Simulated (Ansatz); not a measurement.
# Bi (C2/m) in Ansatz: a series of runs, part 2 of 2

Ansatz 0.2.0. The steps go on from the part before.

## 5. Band structure, PBEsol

input.yaml reads:

```yaml
crystal:
  lattice:
    - [3.488598, -3.132578, 0.0]
    - [3.488598, 3.132578, 0.0]
    - [-1.260235, 0.0, 3.11355]
  atoms:
    - { symbol: Bi, position: [0.753061, 0.753061, 0.857382] }
    - { symbol: Bi, position: [0.246939, 0.246939, 0.142618] }
kpoints:
  mp_grid: { grid: [6, 6, 9] }
  band_path:
    path:
      - [0.0, 0.0, 0.0]
      - [-0.5600545268, -0.5600545268, -0.387994671]
      - [-0.2923401794, -0.2923401794, -0.5750158585]
      - [-0.8277688743, -0.8277688743, 0.7990265165]
      - [0.0, 0.0, 0.5]
      - [-0.5, 0.5, 0.5]
      - [-0.7076598206, 0.2923401794, 0.5750158585]
    npoints: 12
scf:
  occupations: { method: fermi_dirac, width: 0.05 }
hamiltonian:
  xc: pbesol
  pseudopotentials:
    kind: all_electron
    lapw: { basis_error: 0.001 }
    relativity: none
output:
  forces: true
  stress: true
  eigenvalues: true
```

Potentials or basis: all-electron LAPW, non-relativistic.

On the command line:

```sh
$ ansatz run input.yaml --threads 1 --pin off --max-ram 3072MiB --backend cpu --events-out ev --progress --plain --runs-dir out
```

What it wrote:

```text
Warning: RAYON_NUM_THREADS=1 ignored (pool sized by the plan → 1); use --threads N
LAPW: plane waves up to 7.049 Å⁻¹, error target 1.0e-3 eV per atom; Bi in spheres of 1.606 Å, 37 of its electrons in bands, Dirac shells [] (how accurate: hamiltonian.pseudopotentials.lapw.basis_error, Limitations)
Engine: ansatz 0.2.0, x86_64-unknown-linux-gnu
Pseudopotentials: kind: all_electron
Pseudopotential: Bi, LAPW, valence charge 37, lapw/all_electron/none/Bi, Schrödinger's equation, point nucleus
Functional definition: PBEsol
[... 41 lines left out ...]
  Basis errors (estimates in eV, not in F): energy 3.4e-4 per atom: plane waves 3.2e-4 (1.7e-4 summed), levels above the bands 1.6e-77, relativity 0.0e0, radial functions 1.8e-5, core shells 6.9e-9; eigenvalues (radial functions only) 1.4e-6; not estimated: angular momenta, meshes, grids; target (lapw.basis_error) 1.0e-3; muffin-tin radii Bi 1.606 Å
--- Forces (eV/Å), atoms counted from 1 ---
  atom   1  Bi     0.00438458     0.00000000     0.08799568
  atom   2  Bi    -0.00438458    -0.00000000    -0.08799568
  max |Σ_I F_I| component: 0.00e0 eV/Å
--- Stress (GPa, compression-positive) ---
       -0.926709       0.000000       0.526390
        0.000000      -0.281304      -0.000000
        0.526390      -0.000000       0.320161
  P = ⅓ Tr σ = -0.2960 GPa (-2.960 kbar)
--- Band table (eV; the first three rows and the last of 97) ---
  k-point 0: bands = ["-154.0874", "-154.0874", "-154.0874", "-154.0874", "-154.0844", "-154.0844", "-154.0838", "-154.0838", "-154.0815", "-154.0815", "-154.0803", "-154.0803", "-154.0795", "-154.0795", "-106.1697", "-106.1692", "-70.2848", "-70.2807", "-70.2767", "-70.2766", "-70.2671", "-70.2632", "-11.7990", "-11.7693", "-11.7292", "-11.7177", "-11.6556", "-11.6327", "-11.6246", "-11.6127", "-11.5953", "-11.5204", "3.7297", "9.3513", "11.4575", "11.7537", "16.7723", "17.8491", "18.5654", "18.9862", "19.1848", "21.7538", "22.9836", "23.2270", "23.7842"]
  k-point 1: bands = ["-154.0874", "-154.0874", "-154.0874", "-154.0874", "-154.0844", "-154.0844", "-154.0838", "-154.0838", "-154.0815", "-154.0815", "-154.0803", "-154.0803", "-154.0795", "-154.0795", "-106.1697", "-106.1692", "-70.2847", "-70.2807", "-70.2771", "-70.2770", "-70.2670", "-70.2633", "-11.7949", "-11.7511", "-11.7148", "-11.7091", "-11.6606", "-11.6385", "-11.6315", "-11.6183", "-11.5967", "-11.5236", "3.9214", "9.3426", "11.5669", "12.1132", "16.8421", "17.0050", "17.6996", "18.3644", "18.5644", "22.0416", "22.2840", "23.1536", "23.3520"]
  k-point 2: bands = ["-154.0874", "-154.0874", "-154.0874", "-154.0874", "-154.0844", "-154.0844", "-154.0838", "-154.0838", "-154.0815", "-154.0815", "-154.0803", "-154.0803", "-154.0795", "-154.0795", "-106.1696", "-106.1691", "-70.2847", "-70.2807", "-70.2780", "-70.2779", "-70.2667", "-70.2634", "-11.7836", "-11.7072", "-11.7063", "-11.6731", "-11.6639", "-11.6492", "-11.6491", "-11.6284", "-11.6007", "-11.5323", "4.4930", "9.4072", "11.8881", "13.0019", "14.3143", "16.1111", "17.4671", "17.5301", "18.3372", "21.3802", "21.5006", "23.2329", "24.0463"]
  k-point 96: bands = ["-154.0874", "-154.0874", "-154.0874", "-154.0874", "-154.0844", "-154.0844", "-154.0838", "-154.0838", "-154.0815", "-154.0815", "-154.0803", "-154.0803", "-154.0795", "-154.0795", "-106.1693", "-106.1692", "-70.2847", "-70.2805", "-70.2799", "-70.2795", "-70.2663", "-70.2636", "-11.7270", "-11.7007", "-11.6897", "-11.6823", "-11.6819", "-11.6587", "-11.6328", "-11.6164", "-11.5640", "-11.5502", "7.5390", "8.5569", "11.0037", "12.0935", "12.2651", "14.0577", "15.6964", "17.0223", "20.5536", "22.7168", "23.0509", "23.3558", "24.5475"]
```

bands.tsv:

```text
# k_distance	band_0	band_1	band_2	band_3	band_4	band_5	band_6	band_7	band_8	band_9	band_10	band_11	band_12	band_13	band_14	band_15	band_16	band_17	band_18	band_19	band_20	band_21	band_22	band_23	band_24	band_25	band_26	band_27	band_28	band_29	band_30	band_31	band_32	band_33	band_34	band_35	band_36	band_37	band_38	band_39	band_40	band_41	band_42	band_43	band_44
[... 84 lines left out ...]
7.514435	-169.174373	-169.174373	-169.174357	-169.174357	-169.171309	-169.171309	-169.170747	-169.170747	-169.168430	-169.168430	-169.167251	-169.167251	-169.166497	-169.166496	-121.256426	-121.256074	-85.371568	-85.367485	-85.366676	-85.366448	-85.353801	-85.350059	-26.845196	-26.786636	-26.778663	-26.771348	-26.765914	-26.740122	-26.719415	-26.698579	-26.653417	-26.619007	-8.790368	-5.015819	-3.263931	-2.845477	-2.490198	-1.635180	0.711247	1.967428	4.273866	4.646693	7.550127	9.410724	10.497341
```

Run time: 85 s. Hardware: 1 thread of Intel Xeon at 2.50GHz (Skylake/Cascade Lake), shared host; peak memory 0.48 GiB.

Results:

| Property | Result |
| --- | --- |
| Free energy | -1093614.4180 eV |
| Pressure | -0.3 GPa |
| Largest force | 0.088 eV/Å |
| Band gap along the path | none (metal or under the smearing width) |

Forces on the atoms (eV/Å):
```
Bi   0.004  0.000  0.088
Bi  -0.004  0.000 -0.088
```

Stress tensor (GPa, compression positive):
```
-0.93  0.00  0.53
 0.00 -0.28  0.00
 0.53  0.00  0.32
```

Levels at the corners of the path, in eV from the Fermi level:
```csv
point,band 34,band 35,band 36,band 37,band 38,band 39,band 40,band 41,band 42,band 43
Γ,-5.74,-3.63,-3.33,1.69,2.76,3.48,3.90,4.10,6.67,7.90
Y,-6.37,-3.61,-3.23,-2.20,-0.88,1.03,1.73,4.97,6.90,7.93
F,-5.02,-3.26,-2.85,-2.49,-1.64,0.71,1.97,4.27,4.65,7.55
H,-5.80,-3.37,-2.12,0.65,0.98,1.81,2.64,2.96,5.16,6.20
Z,-6.49,-3.43,-2.91,-2.15,0.78,1.24,1.45,5.25,5.82,6.51
I,-6.53,-3.91,-3.32,-2.81,-0.66,0.35,1.51,5.38,7.58,8.02
F1,-5.02,-3.26,-2.85,-2.49,-1.64,0.71,1.97,4.27,4.65,7.55
```

Caveat: relativity is left out, which matters for the heavier elements; spin-orbit coupling is left out, which moves the levels of the heavy elements.

## 6. Band structure, PBEsol

input.yaml, as its differences from that of step 5:

```diff
@@ -24,6 +24,3 @@
   xc: pbesol
-  pseudopotentials:
-    kind: all_electron
-    lapw: { basis_error: 0.001 }
-    relativity: none
+  pseudopotentials: { kind: all_electron, datasets: crystal }
 output:
```

Potentials or basis: all-electron PAW datasets made for the crystal.

On the command line:

```sh
$ ansatz run input.yaml --threads 1 --pin off --max-ram 3072MiB --backend cpu --events-out ev --progress --plain --runs-dir out
```

Wall time 39 s (1 thread of Intel Xeon at 2.50GHz (Skylake/Cascade Lake), shared host); peak memory 0.49 GiB.

It converged, with:

```
Free energy             : -1171102.8600 eV
Pressure                : -2.4 GPa
Largest force           : 0.059 eV/Å
Band gap along the path : none (metal or under the smearing width)
```

Forces in eV/Å, atoms in the order of the input:
```
Bi   0.052  0.000  0.028
Bi  -0.052  0.000 -0.028
```

Stress tensor (GPa, compression positive):
```
-2.37  0.00 -0.20
 0.00 -3.16  0.00
-0.20  0.00 -1.79
```

Levels at the corners of the path, in eV from the Fermi level:
```csv
point,band 12,band 13,band 14,band 15,band 16,band 17,band 18,band 19
Γ,-9.16,-3.06,-2.78,2.74,3.07,3.73,4.11,4.28
Y,-9.40,-3.24,-2.63,-2.12,-0.64,1.75,1.75,5.83
F,-8.63,-3.24,-2.33,-1.94,-1.31,1.45,2.41,5.01
H,-9.04,-2.79,-1.89,0.60,1.03,2.14,3.34,3.68
Z,-8.98,-3.93,-2.46,-1.61,1.18,1.49,1.53,6.09
I,-9.34,-3.78,-2.82,-2.24,-0.44,1.12,1.65,6.11
F1,-8.63,-3.24,-2.33,-1.94,-1.31,1.45,2.41,5.01
```

Caveat: spin-orbit coupling is left out, which moves the levels of the heavy elements.

## 7. Band structure, PBEsol

input.yaml, as its differences from that of step 6:

```diff
@@ -24,3 +24,6 @@
   xc: pbesol
-  pseudopotentials: { kind: all_electron, datasets: crystal }
+  pseudopotentials:
+    kind: all_electron
+    lapw: { basis_error: 0.001 }
+    dirac_shells: { Bi: ["4p", "4d"] }
 output:
```

Potentials or basis: all-electron LAPW, inner shells corrected to Dirac's equation.

On the command line:

```sh
$ ansatz run input.yaml --threads 1 --pin off --max-ram 3072MiB --backend cpu --events-out ev --progress --plain --runs-dir out
```

It took 88 s on 1 thread of Intel Xeon at 2.50GHz (Skylake/Cascade Lake), shared host; peak memory 0.49 GiB.

It converged, with:

| Property | Result |
| --- | --- |
| Free energy | -1173835.9091 eV |
| Pressure | -2.4 GPa |
| Largest force | 0.058 eV/Å |
| Band gap along the path | none (metal or under the smearing width) |

Forces on the atoms (eV/Å):
```
Bi   0.051  0.000  0.027
Bi  -0.051  0.000 -0.027
```

Stress tensor (GPa, compression positive):
```
-2.34  0.00 -0.20
 0.00 -3.13  0.00
-0.20  0.00 -1.76
```

Levels at the corners of the path, in eV from the Fermi level:
| point | band 34 | band 35 | band 36 | band 37 | band 38 | band 39 | band 40 | band 41 | band 42 | band 43 |
| --- | --- | --- | --- | --- | --- | --- | --- | --- | --- | --- |
| Γ | -9.16 | -3.06 | -2.78 | 2.74 | 3.07 | 3.73 | 4.11 | 4.28 | 6.69 | 8.23 |
| Y | -9.40 | -3.24 | -2.63 | -2.12 | -0.64 | 1.75 | 1.75 | 5.83 | 7.71 | 8.60 |
| F | -8.63 | -3.24 | -2.33 | -1.94 | -1.31 | 1.45 | 2.41 | 5.01 | 5.65 | 8.15 |
| H | -9.04 | -2.79 | -1.89 | 0.60 | 1.03 | 2.14 | 3.34 | 3.68 | 6.17 | 7.20 |
| Z | -8.98 | -3.94 | -2.47 | -1.61 | 1.19 | 1.49 | 1.53 | 6.09 | 6.76 | 7.33 |
| I | -9.34 | -3.78 | -2.83 | -2.24 | -0.44 | 1.12 | 1.65 | 6.11 | 8.25 | 8.42 |
| F1 | -8.63 | -3.24 | -2.33 | -1.94 | -1.31 | 1.45 | 2.41 | 5.01 | 5.65 | 8.15 |

Caveat: spin-orbit coupling is left out, which moves the levels of the heavy elements.

## 8. The runs side by side

```csv
potentials or basis,cutoff (eV),basis error allowed,pressure (GPa),largest force (eV/Å)
"all-electron LAPW, scalar-relativistic",190,0.001 eV/atom,-2.4,0.06
"all-electron LAPW, non-relativistic",189,0.001 eV/atom,-0.3,0.09
all-electron PAW datasets made for the crystal,260,-,-2.4,0.06
"all-electron LAPW, inner shells corrected to Dirac's equation",190,0.001 eV/atom,-2.4,0.06
```

Alike in all rows: task band structure; level PBEsol; no spin polarisation; cell as given; k mesh 6 × 6 × 9; smearing fermi-dirac 0.05 eV.

Caveats: spin-orbit coupling is left out, which moves the levels of the heavy elements; relativity is left out, which matters for the heavier elements (some runs).

Compare energies only between runs with the same functional and basis.
